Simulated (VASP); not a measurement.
# CdF2 (Fm-3m) in VASP: notebook, part 2 of 2

VASP 6.6.1.

## Step 5: Relaxation of cell and atoms, PBE

This run uses another cell than the first one, of 13.78 Å³/atom, 1.058 times its volume.

Input file INCAR:

```
SYSTEM = CdF2
PREC = Accurate
ENCUT = 600
EDIFF = 1E-7
ISMEAR = 0
SIGMA = 0.03
LREAL = .False.
LASPH = .True.
NELM = 80
ALGO = Normal
ISIF = 3
LWAVE = .False.
LCHARG = .False.
GGA = PE
IBRION = 2
NSW = 90
EDIFFG = -0.005
KPAR = 2
```

Input file KPOINTS:

```
regular mesh
0
Gamma
  10 10 10
  0 0 0
```

Input file POSCAR:

```
CdF2                                    
1.0
    0.0000000000      2.7447277403      2.7447277403
    2.7447277403      0.0000000000      2.7447277403
    2.7447277403      2.7447277403     -0.0000000000
  Cd              F             
     1     2
Direct
     0.0000000000000000    0.0000000000000000    0.0000000000000000
     0.2500000000000000    0.2500000000000000    0.2500000000000000
     0.7500000000000000    0.7500000000000000    0.7500000000000000
```

Command:

```bash
cat potpaw_PBE.64/Cd/POTCAR potpaw_PBE.64/F/POTCAR > POTCAR
mpirun -np 2 vasp_std > vasp.out
```

Wall time 20 s (2 MPI ranks of AMD EPYC 9R45 (Zen 5), shared host); peak memory 0.18 GiB.

The run converged. Its results:

* Free energy: -10.9093 eV
* Relaxed volume: 13.77 Å³/atom
* Relaxed cell: a = 3.881 Å, b = 3.881 Å, c = 3.881 Å, α = 60.00°, β = 60.00°, γ = 60.00°
* Space group after relaxing (to 0.05 Å): Fm-3m (No. 225)
* Energy gained by relaxing: 0.0 meV/atom
* Ionic steps: 2
* Pressure after relaxing: 0.0 GPa
* Band gap on the k mesh: 2.88 eV, indirect (least direct gap 3.44 eV)

Final structure:
```xyz
3
Lattice="0.0000 2.7440 2.7440 2.7440 0.0000 2.7440 2.7440 2.7440 0.0000" Properties=species:S:1:pos:R:3 pbc="T T T"
Cd    0.0000    0.0000    0.0000
F     1.3720    1.3720    1.3720
F     4.1161    4.1161    4.1161
```

Levels at points of the mesh, in eV from the valence-band top:
| k point | band 11 | band 12 | band 13 | band 14 | band 15 | band 16 |
| --- | --- | --- | --- | --- | --- | --- |
| (0.00, 0.00, 0.00) | -0.55 | -0.55 | -0.55 | 2.88 | 12.44 | 12.44 |
| (0.50, 0.00, 0.00) | -1.63 | -0.42 | -0.42 | 6.76 | 8.98 | 14.02 |
| (0.50, 0.50, 0.00) | -0.39 | -0.08 | -0.08 | 7.56 | 9.36 | 11.81 |

## Step 6: Relaxation of cell and atoms, PBEsol

Input file INCAR:

```
PREC     = Accurate       # precision mode
ENCUT    = 600            # plane-wave cutoff, eV
EDIFF    = 1E-6           # SCF threshold, eV
ISMEAR   = 0              # smearing method
SIGMA    = 0.03           # smearing width, eV
LREAL    = False          # projectors in reciprocal space
LASPH    = True           # aspherical terms in the spheres
NELM     = 80             # most SCF steps
ALGO     = Normal         # electronic algorithm
ISIF     = 3              # what is computed and relaxed
LWAVE    = False          # write WAVECAR
LCHARG   = False          # write CHGCAR
GGA      = PS             # functional
IBRION   = 2              # ionic algorithm
NSW      = 90             # ionic steps
EDIFFG   = -0.01          # ionic threshold
```

Input file KPOINTS:

```
regular mesh
0
Gamma
  10 10 10
```

Input file POSCAR:

```
CdF2
1.0
    0.0000000000      2.6940000000      2.6940000000
    2.6940000000      0.0000000000      2.6940000000
    2.6940000000      2.6940000000      0.0000000000
Cd F
1 2
Direct
    0.0000000000      0.0000000000      0.0000000000
    0.2500000000      0.2500000000      0.2500000000
    0.7500000000      0.7500000000      0.7500000000
```

Potentials or basis: VASP PAW PBE potentials, release 64 (Cd, F).

Command:

```bash
cat potpaw_PBE.64/Cd/POTCAR potpaw_PBE.64/F/POTCAR > POTCAR
mpirun -np 1 vasp_std > vasp.out
```

OUTCAR:

```text
PREC = Accurate
   ENCUT = 600
   EDIFF = 1E-6
   ISMEAR = 0
   LREAL = False
   LASPH = True
   NELM = 80
   ISIF = 3
   GGA = PS
   IBRION = 2
   NSW = 90
   EDIFFG = -0.01

 ion  position               nearest neighbor table
   1  0.000  0.000  0.000-   3 2.33   3 2.33   3 2.33   2 2.33   3 2.33   2 2.33   2 2.33   2 2.33

   2  0.250  0.250  0.250-   1 2.33   1 2.33   1 2.33   1 2.33
   3  0.750  0.750  0.750-   1 2.33   1 2.33   1 2.33   1 2.33

  LATTYP: Found a face centered cubic cell.
 ALAT       =     5.3880000000

  Lattice vectors:

 A1 = (   0.0000000000,   2.6940000000,   2.6940000000)
 A2 = (   2.6940000000,   0.0000000000,   2.6940000000)
 A3 = (   2.6940000000,   2.6940000000,   0.0000000000)

Analysis of symmetry for initial positions (statically):
=====================================================================
 Subroutine PRICEL returns:
 Original cell was already a primitive cell.

 Routine SETGRP: Setting up the symmetry group for a
 face centered cubic supercell.

 Subroutine GETGRP returns: Found 48 space group operations
 (whereof 48 operations were pure point group operations)
 out of a pool of 48 trial point group operations.

The static configuration has the point symmetry O_h .

Analysis of symmetry for dynamics (positions and initial velocities):
=====================================================================
 Subroutine PRICEL returns:
 Original cell was already a primitive cell.

 Routine SETGRP: Setting up the symmetry group for a
 face centered cubic supercell.

 Subroutine GETGRP returns: Found 48 space group operations
 (whereof 48 operations were pure point group operations)
 out of a pool of 48 trial point group operations.

The dynamic configuration has the point symmetry O_h .

 Subroutine INISYM returns: Found 48 space group operations
 (whereof 48 operations are pure point group operations),
[... 126 lines left out ...]
   IVDW    =     0    specifies the selected vdW correction
   LEPSILON=     F    determine dielectric tensor
   LRPA    =     F    only Hartree local field effects (RPA)
 conjugate gradient relaxation of ions
 non-spin polarized calculation
 Gauss-broadening in eV      SIGMA  =   0.03
  energy-cutoff  :      600.00
  volume of cell :       39.10
 maximum number of plane-waves:      1326
   NGX = 15   NGY = 15   NGZ = 15

--------------------------------------- Ionic step        1  -------------------------------------------

 number of electron      25.9999977 magnetization

 Free energy of the ion-electron system (eV)
  ---------------------------------------------------
  ext. energy  EPLUGINS =         0.00000000
  ---------------------------------------------------
  free energy    TOTEN  =       -11.59684724 eV

  energy without entropy =      -11.59684724  energy(sigma->0) =      -11.59684724

------------------------ aborting loop because EDIFF is reached ----------------------------------------

  FORCE on cell =-STRESS in cart. coord.  units (eV):
  Direction    XX          YY          ZZ          XY          YZ          ZX
  --------------------------------------------------------------------------------------
  -------------------------------------------------------------------------------------
  Total        0.0980066      0.0980066      0.0980066      0.0000000      0.0000000      0.0000000
  in kB        4.0155316      4.0155316      4.0155316      0.0000000      0.0000000      0.0000000
  external PRESSURE =       4.0155316 kB  Pullay stress =       0.0000000 kB
[... 61 lines left out ...]
--------------------------------------- Ionic step        3  -------------------------------------------

 number of electron      25.9999977 magnetization

 Free energy of the ion-electron system (eV)
  ---------------------------------------------------
  ext. energy  EPLUGINS =         0.00000000
  ---------------------------------------------------
  free energy    TOTEN  =       -11.59700108 eV

  energy without entropy =      -11.59700108  energy(sigma->0) =      -11.59700108

 E-fermi :  -1.2656     XC(G=0): -10.6892

 val. band max:       -1.4785111763   @ k =  -0.3000   0.5000   0.2000
 cond. band min:       1.4226613230   @ k =   0.0000   0.0000   0.0000
 fundamental gap:      2.9011724993
 Fermi energy:        -1.2656046728

 k-point     1 :       0.0000    0.0000    0.0000
  band No.  band energies     occupation
      1     -22.1695      2.00000
      2     -21.0429      2.00000
      3      -7.0871      2.00000
      4      -7.0871      2.00000
      5      -7.0871      2.00000
      6      -5.8491      2.00000
[... 457 lines left out ...]
      4      -6.4543      2.00000
      5      -6.3770      2.00000
      6      -5.8744      2.00000
[... 9 lines left out ...]
     16      11.7171      0.00000
     17      12.3803      0.00000

 [... further k-points ...]

------------------------ aborting loop because EDIFF is reached ----------------------------------------

  FORCE on cell =-STRESS in cart. coord.  units (eV):
  Direction    XX          YY          ZZ          XY          YZ          ZX
  --------------------------------------------------------------------------------------
  -------------------------------------------------------------------------------------
  Total       -0.0009716     -0.0009716     -0.0009716      0.0000000     -0.0000000      0.0000000
  in kB       -0.0396771     -0.0396771     -0.0396771      0.0000000     -0.0000000      0.0000000
  external PRESSURE =      -0.0396771 kB  Pullay stress =       0.0000000 kB
[... 18 lines left out ...]
  FREE ENERGIE OF THE ION-ELECTRON SYSTEM (eV)
  ---------------------------------------------------
  free  energy   TOTEN  =       -11.5970010750 eV

  energy  without entropy=      -11.5970010750  energy(sigma->0) =      -11.59700108

 reached required accuracy - stopping structural energy minimisation
```

Wall time 69 s (1 thread of Intel Xeon Platinum 8488C (Sapphire Rapids), shared host); peak memory 0.18 GiB.

Results:

| Item | Value |
| --- | --- |
| Free energy | -11.5970 eV |
| Relaxed volume | 13.08 Å³/atom |
| Relaxed cell | a = 3.814 Å, b = 3.814 Å, c = 3.814 Å, α = 60.00°, β = 60.00°, γ = 60.00° |
| Space group after relaxing (to 0.05 Å) | Fm-3m (No. 225) |
| Energy gained by relaxing | 0.1 meV/atom |
| Ionic steps | 3 |
| Pressure after relaxing | 0.0 GPa |
| Band gap on the k mesh | 2.90 eV, indirect (least direct gap 3.39 eV) |

Step by step:
```tsv
step	energy change (eV)	largest force (eV/Å)	pressure (GPa)	volume (Å³)
1	0.0000	0.0000	0.40	39.10
2	-0.0001	0.0000	-0.15	39.29
3	-0.0002	0.0000	0.00	39.23
```

Final structure:
```yaml
crystal:
  lattice:
    - [0.00000, 2.69697, 2.69697]
    - [2.69697, 0.00000, 2.69697]
    - [2.69697, 2.69697, 0.00000]
  atoms:
    - { symbol: Cd, position: [0.00000, 0.00000, 0.00000] }
    - { symbol: F, position: [0.25000, 0.25000, 0.25000] }
    - { symbol: F, position: [0.75000, 0.75000, 0.75000] }
```

Caveat: the PAW data sets were made with another functional, which shifts forces and pressure a little. A k mesh can miss the band edges.
